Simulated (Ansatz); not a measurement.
# Rh under compression and expansion

```yaml
crystal:
  lattice:
    - [2.53606, 0.00000, 0.00000]
    - [0.00000, 2.53606, 0.00000]
    - [0.00000, 0.00000, 2.53606]
  atoms:
    - { symbol: Rh, position: [0.00000, 0.00000, 0.00000] }
```

The cell was built from the sc type and relaxed in the same program, and has space group Pm-3m; it needn't be a known or the stable phase.

Spin polarisation is left out, and whether a magnetic state lies lower isn't shown here.

Levels of theory: DFT, PBE, all-electron LAPW, scalar-relativistic (Ansatz 0.2.0); DFT, PBE, PAW with Ansatz's default frozen-core files, scalar-relativistic (Ansatz 0.2.0).

For LAPW: a Γ-centred 14×14×14 k mesh, Fermi–Dirac smearing of 0.08 eV, basis error target 0.5 meV/atom, no spin polarisation. PAW takes a cutoff of 420 eV at this cell. The Ansatz runs share mesh, smearing and spin set-up. Plane-wave (PAW) pressures include the program's estimate of the Pulay term.

The cell above is scaled evenly, with fractional coordinates and shape held.

| V/V(cell) | V (Å³/atom) | P, LAPW (GPa) | P, PAW (GPa) |
| --- | --- | --- | --- |
| 0.9405 | 15.340 | 13.04 | 13.06 |
| 0.9800 | 15.985 | 3.84 | 3.87 |
| 1.0000 | 16.311 | -0.04 | -0.01 |
| 1.0200 | 16.637 | ? | ? |
| 1.0600 | 17.290 | -9.20 | -9.17 |

(1) Fill in the row V/V(cell) = 1.0200.

(2) What do Birch–Murnaghan fits to the pressures give?

Answers

(1) P, LAPW (GPa) = -3.48, P, PAW (GPa) = -3.45.

(2) LAPW: V0 = 16.31 Å³/atom, B0 = 183 GPa, B0′ = 5.1; PAW: V0 = 16.31 Å³/atom, B0 = 182 GPa, B0′ = 5.1.
